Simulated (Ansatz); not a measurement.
Relaxing SiS3

Method: DFT PBE, scalar-relativistic, plane waves, PAW in Ansatz 0.2.0.

The start puts SiS3 on the ReO3 structure type (Pm-3m, No. 221), with Si in place of Re, S in place of O, at a guessed volume.

The final relaxation ran on this input, with the default PAW datasets:

```yaml
crystal:
  lattice:
    - [4.6191917265, 0.0, 0.0]
    - [0.0, 4.6191917265, 0.0]
    - [0.0, 0.0, 4.6191917265]
  atoms:
    - { symbol: Si, position: [0.0, 0.0, 0.0] }
    - { symbol: S, position: [0.5, 0.0, 0.0] }
    - { symbol: S, position: [0.0, 0.5, 0.0] }
    - { symbol: S, position: [0.0, 0.0, 0.5] }
basis:
  ecutwfc: 420
kpoints:
  mp_grid: { grid: [10, 10, 10] }
hamiltonian:
  xc: pbe
scf:
  occupations: { method: gaussian, width: 0.1 }
output:
  forces: true
  stress: true
  eigenvalues: true
relax:
  adjacent_minimum: "off"
  f_tol: 0.01
  max_steps: 80
  cell: { stress_tol: 0.05 }
```

It can be run as:

```bash
ansatz run input.yaml --threads 1 --pin off --backend cpu --events-out ev --progress --plain --runs-dir out  # memory cap (--max-ram) not shown
```

The program printed at the end:

```
SCF converged after 4 iterations
Free energy (F): -3340.130573 eV
Harris-Foulkes:  -3340.130573 eV  (|F-HF|=0.00e0)
Internal energy: -3340.104415 eV  (E = F + TS)
E sigma→0 (E₀):  -3340.117494 eV
Entropy (-TS):   -0.026158 eV (-6.539 meV/atom)
Fermi energy:    3.543169 eV
--- Per-component energies (eV) ---
  E_band       = -46.117663
  E_kinetic    = 359.805160
  E_local      = -552.837204  (includes V_loc(G=0)·N_el)
  E_nonlocal   = 109.708651
  E_hartree    = 180.078084
  E_xc         = -344.240081
  E_vxc        = -306.079156  (∫ρ·V_xc dr)
  E_paw        = -2313.009892  (= ΣΔE_a)
  E_vpaw       = -16.871419  (= ΣTr[D̂ρ^β])
  E_aug_tail   = 0.000011  (compensation charges beyond the density's cutoff)
  E_ewald      = -779.609143
  E_smearing   = -0.026158  (= −TS)
  E_closure    =  0.000000  (closes the sum)
  Σ components = -3340.130573   (vs F -3340.130573, Δ=0.00e0)
--- Forces (eV/Å), atoms counted from 1 ---
  atom   1  Si     0.00000000     0.00000000     0.00000000
  atom   2  S      0.00000000     0.00000000     0.00000000
  atom   3  S      0.00000000     0.00000000     0.00000000
  atom   4  S      0.00000000     0.00000000     0.00000000
  max |Σ_I F_I| component: 1.97e-31 eV/Å
--- Stress (GPa, compression-positive) ---
       -0.006050       0.000000       0.000000
        0.000000      -0.006050       0.000000
        0.000000       0.000000      -0.006050
  P = ⅓ Tr σ = -0.0060 GPa (-0.060 kbar)
--- Relaxed structure (4 steps of the walk, 4 accepted, 1 SCFs on fresh bases) ---
  F+E_penalty+E_count = -3340.13057288 eV   max|allowed force component| = 4.273e-31 eV/Å   (the final SCF, on the basis selected at the relaxed cell)
  cell:  # Å, volume = 93.4995 Å³
    - [4.538752, 0.000000, 0.000000]
    - [0.000000, 4.538752, 0.000000]
    - [0.000000, 0.000000, 4.538752]
  atoms:
    - { symbol: Si, position: [0.000000, 0.000000, 0.000000] }
    - { symbol: S, position: [0.5, 0.000000, 0.000000] }
    - { symbol: S, position: [0.000000, 0.5, 0.000000] }
    - { symbol: S, position: [0.000000, 0.000000, 0.5] }
```

Absolute energies hang on the potentials; compare differences alone.

The result has space group Pm-3m (No. 221). Si has 6 S at 2.27 Å; S is coordinated by 2 Si at 2.27 Å.

Against the elements it lies at 0.47 eV/atom. Energies over the elements count from the elements' standard structures at the same level, with no empirical corrections.

For metals, differences of a few meV/atom aren't resolved.

A structure relaxed within its symmetry needn't be a true minimum.